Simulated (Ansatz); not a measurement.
# LiF: the cost of one run

Method: DFT PBE, scalar-relativistic, plane waves, PAW, in Ansatz 0.2.0.

## Step 1: Starting point

It takes space group I4_1md (No. 109, tetragonal). Conventional cell: a = 2.459 Å, b = 2.459 Å, c = 8.320 Å, α = 90.00°, β = 90.00°, γ = 90.00°. Li (site symmetry 2mm) is surrounded by 6 F at 1.85 to 1.87 Å. F (site symmetry 2mm) has 6 Li at 1.85 to 1.87 Å as nearest neighbours.

Structure file:

```cif
data_structure
_symmetry_space_group_name_H-M 'I4_1md'
_symmetry_Int_Tables_number 109
_cell_length_a 2.4588
_cell_length_b 2.4588
_cell_length_c 8.3203
_cell_angle_alpha 90.000
_cell_angle_beta 90.000
_cell_angle_gamma 90.000
_cell_volume 50.30
loop_
_atom_site_label
_atom_site_type_symbol
_atom_site_symmetry_multiplicity
_atom_site_Wyckoff_symbol
_atom_site_fract_x
_atom_site_fract_y
_atom_site_fract_z
_atom_site_occupancy
Li1 Li 4 a 0.50000 0.50000 0.79200 1
F1 F 4 a 0.50000 0.50000 0.20800 1
```

The cell is invented: 6-connected net, two elements alternating (I4_1md, No. 109). Lengths come from tabulated atomic sizes and are only a guess.

## Step 2: Probe: one point on a coarse mesh

Input file input.yaml:

```yaml
crystal:
  lattice:
    - [-1.22941121, 1.22941121, 4.16013077]
    - [1.22941121, -1.22941121, 4.16013077]
    - [1.22941121, 1.22941121, -4.16013077]
  atoms:
    - { symbol: Li, position: [0.542, 0.542, 0.0] }
    - { symbol: Li, position: [0.292, 0.792, 0.5] }
    - { symbol: F, position: [0.958, 0.958, 0.0] }
    - { symbol: F, position: [0.708, 0.208, 0.5] }
basis:
  ecutwfc: 420
kpoints:
  mp_grid: { grid: [10, 10, 10] }
hamiltonian:
  xc: pbe
scf:
  occupations: { method: gaussian, width: 0.1 }
  lower_state_search: "off"
output:
  forces: true
  stress: true
  eigenvalues: true
```

Launch:

```sh
$ ansatz run input.yaml --threads 1 --pin off --max-ram 2560MiB --backend cpu --events-out ev --progress --plain --runs-dir out
```

**Question.** How long does this run take on 1 thread of Arm Neoverse V2, shared host, and how much memory does it need?

About 3.2 s, with a peak of 0.3 GiB.
